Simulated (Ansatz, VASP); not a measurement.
NaF in VASP and in Ansatz

```
CELL_PARAMETERS angstrom
0.00000 2.27628 2.27628
2.27628 0.00000 2.27628
2.27628 2.27628 0.00000
ATOMIC_POSITIONS crystal
Na 0.00000 0.00000 0.00000
F 0.50000 0.50000 0.50000
```

Change from the starting cell: volume scaled by 0.9405, PAW files.

Alike in both runs: task electric field gradients; functional PBE; k mesh 10 × 10 × 10; occupations fermi-dirac, width 0.02 eV; no spin polarisation.

|  | VASP | Ansatz |
| --- | --- | --- |
| version | VASP 6.6.1 | Ansatz 0.2.0 |
| potentials or method | VASP PAW PBE potentials, release 64 (Na_pv, F) | PAW with Ansatz's default frozen-core files, scalar-relativistic |
| plane-wave cutoff (eV) | 520 | 420 |
| valence electrons in the cell | 14 | 16 |

```tsv
	VASP	Ansatz	Ansatz less VASP
gap on the k mesh at the Fermi level (eV)	6.60	6.61	+0.016
pressure (GPa)	5.3	5.4	+0.07
Vzz of the field gradient on the site that differs most (V/Å²)	0.0	0.0	-0.01
```

The two sets of potentials don't hold the same shells in valence.

A k mesh can miss the band edges.
